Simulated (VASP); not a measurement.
# BP (F-43m) in VASP: notebook

Runs on BP. Level: PBE. Tasks: dielectric tensor, optical spectrum.

All numbers are computed with VASP 6.6.1; they aren't measurements. Logs are shortened: lines on timing, memory, paths and dates and some standing lists are left out, and cuts for length are marked.

## (1) Starting point

The structure is cubic, space group F-43m (No. 216). The conventional cell has a = 4.521 Å, b = 4.521 Å, c = 4.521 Å, α = 90.00°, β = 90.00°, γ = 90.00°. B (site symmetry -43m) has 4 P at 1.96 Å as nearest neighbours. Around P (site symmetry -43m) lie 4 B at 1.96 Å.

## (2) Dielectric tensor, PBE

The input, INCAR:

```
PREC = Accurate
ENCUT = 520
EDIFF = 1E-8
ISMEAR = 0
SIGMA = 0.03
LREAL = F
LASPH = T
NELM = 80
ALGO = Fast
ISIF = 2
LWAVE = F
LCHARG = F
GGA = PE
LEPSILON = T
```

The input, KPOINTS:

```
Automatic mesh
0
Monkhorst-Pack
  16 16 16
```

The input, POSCAR:

```
BP                                      
1.0
    0.0000000000      2.2605516541      2.2605516541
    2.2605516541      0.0000000000      2.2605516541
    2.2605516541      2.2605516541      0.0000000000
  B               P             
     1     1
Direct
     0.0000000000000000    0.0000000000000000    0.0000000000000000
     0.2500000000000000    0.2500000000000000    0.2500000000000000
```

Potentials or basis: VASP PAW PBE potentials, release 64 (B, P).

On the command line:

```
$ cat potpaw_PBE.64/B/POTCAR potpaw_PBE.64/P/POTCAR > POTCAR
$ mpirun -np 1 vasp_std > vasp.out
```

OUTCAR:

```text
PREC = Accurate
   ENCUT = 520
   EDIFF = 1E-8
   ISMEAR = 0
   LREAL = F
   LASPH = T
   NELM = 80
   ISIF = 2
   GGA = PE
   LEPSILON = T

 ion  position               nearest neighbor table
   1  0.000  0.000  0.000-   2 1.96   2 1.96   2 1.96   2 1.96
   2  0.250  0.250  0.250-   1 1.96   1 1.96   1 1.96   1 1.96

  LATTYP: Found a face centered cubic cell.
 ALAT       =     4.5211033082

  Lattice vectors:

 A1 = (   0.0000000000,   2.2605516541,   2.2605516541)
 A2 = (   2.2605516541,   0.0000000000,   2.2605516541)
 A3 = (   2.2605516541,   2.2605516541,   0.0000000000)

Analysis of symmetry for initial positions (statically):
=====================================================================
 Subroutine PRICEL returns:
 Original cell was already a primitive cell.

 Routine SETGRP: Setting up the symmetry group for a
 face centered cubic supercell.

 Subroutine GETGRP returns: Found 24 space group operations
 (whereof 24 operations were pure point group operations)
 out of a pool of 48 trial point group operations.

The static configuration has the point symmetry T_d .

Analysis of symmetry for dynamics (positions and initial velocities):
=====================================================================
 Subroutine PRICEL returns:
 Original cell was already a primitive cell.

 Routine SETGRP: Setting up the symmetry group for a
 face centered cubic supercell.

 Subroutine GETGRP returns: Found 24 space group operations
 (whereof 24 operations were pure point group operations)
 out of a pool of 48 trial point group operations.

The dynamic configuration has the point symmetry T_d .

 Subroutine INISYM returns: Found 24 space group operations
 (whereof 24 operations are pure point group operations),
 and found     1 'primitive' translations

----------------------------------------------------------------------------------------

                                     Primitive cell

  volume of cell :      23.1033

  direct lattice vectors                    reciprocal lattice vectors
     0.000000000  2.260551654  2.260551654    -0.221184948  0.221184948  0.221184948
     2.260551654  0.000000000  2.260551654     0.221184948 -0.221184948  0.221184948
     2.260551654  2.260551654  0.000000000     0.221184948  0.221184948 -0.221184948

  length of vectors
     3.196902808  3.196902808  3.196902808     0.383103568  0.383103568  0.383103568

  position of ions in fractional coordinates (direct lattice)
     0.000000000  0.000000000  0.000000000
     0.250000000  0.250000000  0.250000000

  ion indices of the primitive-cell ions
   primitive index   ion index
                 1           1
                 2           2

----------------------------------------------------------------------------------------

 KPOINTS: Automatic mesh

Automatic generation of k-mesh.
 Grid dimensions read from file:
 generate k-points for:   16   16   16

 Generating k-lattice:

  Cartesian coordinates                     Fractional coordinates (reciprocal lattice)
    -0.013824059  0.013824059  0.013824059     0.062500000  0.000000000  0.000000000
     0.013824059 -0.013824059  0.013824059     0.000000000  0.062500000  0.000000000
     0.013824059  0.013824059 -0.013824059     0.000000000  0.000000000  0.062500000

  Length of vectors
     0.023943973  0.023943973  0.023943973

  Shift w.r.t. Gamma in fractional coordinates (k-lattice)
     0.500000000  0.500000000  0.500000000

 Subroutine IBZKPT returns following result:
 ===========================================

 Found    408 irreducible k-points:

 Following reciprocal coordinates:
            Coordinates               Weight
  0.031250  0.031250  0.031250      8.000000
[... 71 lines left out ...]
   LEPSILON=     T    determine dielectric tensor
   LRPA    =     F    only Hartree local field effects (RPA)
 non-spin polarized calculation
 RMM-DIIS sequential band-by-band and
 Gauss-broadening in eV      SIGMA  =   0.03
  energy-cutoff  :      520.00
  volume of cell :       23.10
 maximum number of plane-waves:       634
   NGX = 11   NGY = 11   NGZ = 11

--------------------------------------- Ionic step        1  -------------------------------------------

 number of electron       8.0000001 magnetization

 E-fermi :   7.7076     XC(G=0): -10.9555

 val. band max:        7.5321106056   @ k =   0.0312   0.0312   0.0312
 cond. band min:       8.8452378204   @ k =  -0.4062  -0.4062   0.0312
 fundamental gap:      1.3131272148
 Fermi energy:         7.7075858523

 k-point     1 :       0.0312    0.0312    0.0312
  band No.  band energies     occupation
      1      -7.9772      2.00000
      2       7.4063      2.00000
      3       7.5321      2.00000
      4       7.5321      2.00000
      5      11.0290      0.00000
      6      11.0290      0.00000
      7      11.0556      0.00000
      8      15.1626      0.00000
[... 243 lines left out ...]
 k-point    24 :      -0.4688    0.0938    0.0312
  band No.  band energies     occupation
      1      -4.5380      2.00000
      2      -1.4415      2.00000
      3       5.1620      2.00000
      4       5.5736      2.00000
      5      11.6023      0.00000
      6      12.3535      0.00000
      7      12.8315      0.00000
      8      17.9476      0.00000

 [... further k-points ...]

  FORCE on cell =-STRESS in cart. coord.  units (eV):
  Direction    XX          YY          ZZ          XY          YZ          ZX
  --------------------------------------------------------------------------------------
  -------------------------------------------------------------------------------------
  Total        0.4018845      0.4018845      0.4018845      0.0000000      0.0000000      0.0000000
  in kB       27.8701003     27.8701003     27.8701003      0.0000000      0.0000000      0.0000000
  external PRESSURE =      27.8701003 kB  Pullay stress =       0.0000000 kB

 VOLUME and BASIS-vectors are now :
 -----------------------------------------------------------------------------
  energy-cutoff  :      520.00
  volume of cell :       23.10
      direct lattice vectors                 reciprocal lattice vectors
     0.000000000  2.260551654  2.260551654    -0.221184948  0.221184948  0.221184948
     2.260551654  0.000000000  2.260551654     0.221184948 -0.221184948  0.221184948
     2.260551654  2.260551654  0.000000000     0.221184948  0.221184948 -0.221184948

 POSITION                                       TOTAL-FORCE (eV/Angst)
 -----------------------------------------------------------------------------------
      0.00000      0.00000      0.00000        -0.000000     -0.000000     -0.000000
      1.13028      1.13028      1.13028         0.000000      0.000000      0.000000
 -----------------------------------------------------------------------------------
    total drift:                                0.000000      0.000000      0.000000

  FREE ENERGIE OF THE ION-ELECTRON SYSTEM (eV)
  ---------------------------------------------------
  free  energy   TOTEN  =       -12.9277028828 eV

  energy  without entropy=      -12.9277028828  energy(sigma->0) =      -12.92770288

 HEAD OF MICROSCOPIC STATIC DIELECTRIC TENSOR (INDEPENDENT PARTICLE, excluding Hartree and local field effects)
 ------------------------------------------------------
           9.527163     0.000000    -0.000000
           0.000000     9.527163    -0.000000
          -0.000000     0.000000     9.527163
 ------------------------------------------------------

 Free energy of the ion-electron system (eV)
  ---------------------------------------------------
  ---------------------------------------------------
  free energy    TOTEN  =        -0.55884807 eV

  energy without entropy =       -0.55884807

------------------------ aborting loop because EDIFF is reached ----------------------------------------

--------------------------------------- Ionic step        2  -------------------------------------------

------------------------ aborting loop because EDIFF is reached ----------------------------------------

--------------------------------------- Ionic step        3  -------------------------------------------

 Free energy of the ion-electron system (eV)
  ---------------------------------------------------
  ---------------------------------------------------
  free energy    TOTEN  =        -0.55884792 eV

  energy without entropy =       -0.55884792

------------------------ aborting loop because EDIFF is reached ----------------------------------------

 PIEZOELECTRIC TENSOR FIELD DIRECTION 3  (e Angst)
 -----------------------------------------------------------------------------
    -0.00086  0.18609  0.00000           ( -0.00000  0.07388  0.00000)
     0.18609 -0.00086  0.00000           (  0.07388 -0.00000  0.00000)
     0.00000  0.00000  0.00094           (  0.00000  0.00000 -0.00000)

 PIEZOELECTRIC TENSOR FIELD DIRECTION 3  (C/m^2)
 -----------------------------------------------------------------------------
    -0.00060  0.12905  0.00000
     0.12905 -0.00060  0.00000
     0.00000  0.00000  0.00065

 MACROSCOPIC STATIC DIELECTRIC TENSOR (including local field effects in DFT)
 ------------------------------------------------------
           9.183905    -0.000000     0.000000
          -0.000000     9.183905     0.000000
          -0.000000     0.000000     9.183905
 ------------------------------------------------------

 PIEZOELECTRIC TENSOR (including local field effects)  for field in x, y, z        (e  Angst)
          XX          YY          ZZ          XY          YZ          ZX
  --------------------------------------------------------------------------------
  x    -0.00000     0.00000     0.00000     0.00000     0.18532     0.00000
  y     0.00000     0.00000    -0.00000    -0.00000    -0.00000     0.18532
  z    -0.00000    -0.00000    -0.00000     0.18532     0.00000    -0.00000

 PIEZOELECTRIC TENSOR (including local field effects)  for field in x, y, z        (C/m^2)
          XX          YY          ZZ          XY          YZ          ZX
  --------------------------------------------------------------------------------
  x    -0.00000     0.00000     0.00000     0.00000     0.12851     0.00000
  y     0.00000     0.00000    -0.00000    -0.00000    -0.00000     0.12851
  z    -0.00000    -0.00000    -0.00000     0.12851     0.00000    -0.00000

 BORN EFFECTIVE CHARGES (including local field effects) (in |e|, cummulative output)
 ---------------------------------------------------------------------------------
 ion    1
    1    -0.53298     0.00000    -0.00000
    2     0.00000    -0.53298     0.00000
    3    -0.00000     0.00000    -0.53298
 ion    2
    1     0.53298     0.00000     0.00000
    2    -0.00000     0.53298    -0.00000
    3     0.00000    -0.00000     0.53298
```

Run time: 17 min. Hardware: 1 thread of Intel Xeon Platinum 8259CL at 2.50GHz (Skylake/Cascade Lake), shared host; peak memory 0.97 GiB.

What came out:

```
Electronic dielectric tensor (diagonal) : 9.18
Born charges (mean of the diagonal)     : B -0.53; P +0.53 e
```

Levels at points of the mesh, in eV from the valence-band top:
```csv
k point,band 1,band 2,band 3,band 4,band 5,band 6,band 7,band 8
"(0.03, 0.03, 0.03)",-15.51,-0.13,0.00,0.00,3.50,3.50,3.52,7.63
```

Electronic dielectric tensor:
```
9.18 0.00 0.00
0.00 9.18 0.00
0.00 0.00 9.18
```

Born effective charge tensors (e):
atom 1, B
```
-0.53  0.00  0.00
 0.00 -0.53  0.00
 0.00  0.00 -0.53
```
atom 2, P
```
0.53 0.00 0.00
0.00 0.53 0.00
0.00 0.00 0.53
```

## (3) Optical spectrum, PBE

The input, INCAR:

```
PREC = Accurate
ENCUT = 520
EDIFF = 1E-6
ISMEAR = 0
SIGMA = 0.03
LREAL = F
LASPH = T
NELM = 80
ALGO = Fast
ISIF = 2
LWAVE = F
LCHARG = F
GGA = PE
LOPTICS = T
NBANDS = 52
NEDOS = 2000
CSHIFT = 0.1
```

The input, KPOINTS:

```
Automatic mesh
0
Gamma
  10 10 10
```

POSCAR is that of step 2.

Potentials or basis: VASP PAW PBE potentials, release 64 (B, P).

On the command line:

```
$ cat potpaw_PBE.64/B/POTCAR potpaw_PBE.64/P/POTCAR > POTCAR
$ mpirun -np 1 vasp_std > vasp.out
```

OUTCAR:

```text
PREC = Accurate
   ENCUT = 520
   EDIFF = 1E-6
   ISMEAR = 0
   LREAL = F
   LASPH = T
   NELM = 80
   ISIF = 2
   GGA = PE

 ion  position               nearest neighbor table
   1  0.000  0.000  0.000-   2 1.96   2 1.96   2 1.96   2 1.96
   2  0.250  0.250  0.250-   1 1.96   1 1.96   1 1.96   1 1.96

  LATTYP: Found a face centered cubic cell.
 ALAT       =     4.5211033082

  Lattice vectors:
[... 797 lines left out ...]
     4.78347    17.79736    17.79736    17.79736     0.00000     0.00000    -0.00000
     5.97933   -14.40677   -14.40677   -14.40677    -0.00000    -0.00000    -0.00000
[... 92 lines left out ...]
   117.19492     0.96632     0.96632     0.96632    -0.00000     0.00000     0.00000
   118.39079     0.96703     0.96703     0.96703    -0.00000     0.00000     0.00000

  frequency dependent IMAGINARY DIELECTRIC FUNCTION (independent particle, no local field effects) current-current
     E(ev)      X         Y         Z        XY        YZ        ZX
  --------------------------------------------------------------------------------------------------------------
     0.00000    28.79129    28.79129    28.79129     0.00000     0.00000    -0.00000
     1.19587     1.57023     1.57023     1.57023     0.00000     0.00000    -0.00000
     2.39173     1.07827     1.07827     1.07827     0.00000     0.00000    -0.00000
     3.58760     2.41674     2.41674     2.41674     0.00000     0.00000    -0.00000
     4.78347     8.54243     8.54243     8.54243    -0.00000    -0.00000     0.00000
     5.97933    26.03438    26.03438    26.03438     0.00000     0.00000    -0.00000
[... 92 lines left out ...]
   117.19492     0.00000     0.00000     0.00000     0.00000     0.00000     0.00000
   118.39079     0.00000     0.00000     0.00000     0.00000     0.00000     0.00000

  frequency dependent      REAL DIELECTRIC FUNCTION (independent particle, no local field effects) current-current
     E(ev)        X           Y           Z          XY          YZ          ZX
  --------------------------------------------------------------------------------------------------------------
     0.00000     9.59663     9.59663     9.59663     0.00000     0.00000     0.00000
     1.19587     9.97502     9.97502     9.97502     0.00000     0.00000     0.00000
     2.39173    11.44058    11.44058    11.44058     0.00000     0.00000     0.00000
     3.58760    15.48521    15.48521    15.48521     0.00000     0.00000    -0.00000
     4.78347    17.47439    17.47439    17.47439    -0.00000    -0.00000    -0.00000
     5.97933   -15.28728   -15.28728   -15.28728    -0.00000    -0.00000     0.00000
[... 92 lines left out ...]
   117.19492     0.96633     0.96633     0.96633    -0.00000    -0.00000     0.00000
   118.39079     0.96703     0.96703     0.96703    -0.00000    -0.00000     0.00000
```

OSZICAR:

```text
N       E                     dE             d eps       ncg     rms          rms(c)
DAV:   1     0.279519439894E+02    0.27952E+02   -0.28925E+03  4896   0.138E+02
DAV:   2    -0.126672849789E+02   -0.40619E+02   -0.37610E+02  5904   0.498E+01
DAV:   3    -0.136582654098E+02   -0.99098E+00   -0.98315E+00  5864   0.707E+00
DAV:   4    -0.136590022145E+02   -0.73680E-03   -0.73673E-03  5660   0.178E-01
DAV:   5    -0.136590025193E+02   -0.30487E-06   -0.30543E-06  5660   0.416E-03    0.732E+00
RMM:   6    -0.130324758967E+02    0.62653E+00   -0.42390E-03  4958   0.130E-01    0.366E+00
RMM:   7    -0.129346838983E+02    0.97792E-01   -0.23646E-03  5248   0.988E-02    0.151E+00
RMM:   8    -0.129270740106E+02    0.76099E-02   -0.16253E-03  5518   0.847E-02    0.305E-01
RMM:   9    -0.129273855189E+02   -0.31151E-03   -0.17886E-04  5706   0.271E-02    0.542E-02
RMM:  10    -0.129273740589E+02    0.11460E-04   -0.63448E-06  5873   0.594E-03    0.293E-02
RMM:  11    -0.129273872358E+02   -0.13177E-04   -0.52030E-06  5573   0.466E-03    0.270E-02
RMM:  12    -0.129273867177E+02    0.51812E-06   -0.17499E-07  5088   0.874E-04
   1 F= -.12927387E+02 E0= -.12927387E+02  d E =-.263353E-11
 imaginary and real dielectric function
```

stdout:

```text
POSCAR found type information on POSCAR B P
 POSCAR found :  2 types and       2 ions
 scaLAPACK will be used
 LDA part: xc-table for (Slater+PW92), standard interpolation
 POSCAR, INCAR and KPOINTS ok, starting setup
 FFT: planning ... GRIDC
 FFT: planning ... GRID_SOFT
 FFT: planning ... GRID
 WAVECAR not read
 entering main loop
 optical routines
 imaginary and real dielectric function
 recalculating local potential from charge density
 direction            1
 direction            2
 direction            3
```

It took 35 s on 1 thread of Intel Xeon Platinum 8259CL at 2.50GHz (Skylake/Cascade Lake), shared host; peak memory 0.17 GiB.

What came out:

```yaml
Free_energy: -12.9274 eV
Pressure: 2.8 GPa
Band_gap_on_the_k_mesh: 1.22 eV, indirect (least direct gap 3.42 eV)
```

Dielectric function (mean over the directions given):
| energy (eV) | real part | imaginary part |
| --- | --- | --- |
| 0.30 | 9.63 | 0.02 |
| 0.78 | 9.76 | 0.04 |
| 1.26 | 10.03 | 0.07 |
| 1.79 | 10.53 | 0.12 |
| 2.27 | 11.23 | 0.18 |
| 2.81 | 12.53 | 0.33 |
| 3.29 | 14.90 | 1.20 |
| 3.83 | 17.39 | 4.28 |
| 4.31 | 14.78 | 6.54 |
| 4.78 | 17.80 | 7.85 |
| 5.32 | 22.30 | 20.82 |
| 5.80 | -1.14 | 41.42 |
| 6.34 | -4.39 | 12.16 |
| 6.82 | 0.18 | 12.93 |
| 7.35 | -5.71 | 15.35 |
| 7.83 | -9.18 | 11.67 |
| 8.31 | -10.48 | 4.32 |
| 8.85 | -5.52 | 3.73 |
| 9.33 | -4.56 | 3.30 |
| 9.87 | -2.89 | 3.09 |
| 10.34 | -2.38 | 3.03 |
| 10.88 | -3.21 | 2.92 |
| 11.36 | -3.51 | 1.95 |
| 11.90 | -3.34 | 1.48 |
| 12.38 | -2.15 | 1.49 |
| 12.86 | -2.02 | 1.25 |
| 13.39 | -1.77 | 1.16 |
| 13.87 | -1.73 | 0.85 |
| 14.41 | -1.33 | 0.98 |
| 14.89 | -1.45 | 0.98 |
| 15.43 | -1.18 | 0.56 |
| 15.90 | -0.77 | 0.51 |
| 16.38 | -0.91 | 0.95 |
| 16.92 | -0.77 | 0.59 |
| 17.40 | -0.61 | 0.58 |
| 17.94 | -0.56 | 0.31 |
| 18.42 | -0.51 | 0.37 |
| 18.95 | -0.35 | 0.33 |
| 19.43 | -0.29 | 0.31 |
| 19.97 | -0.19 | 0.33 |

Caveat: spectra need much finer meshes, so this one isn't converged; independent-particle spectra lack excitons. A k mesh can miss the band edges.
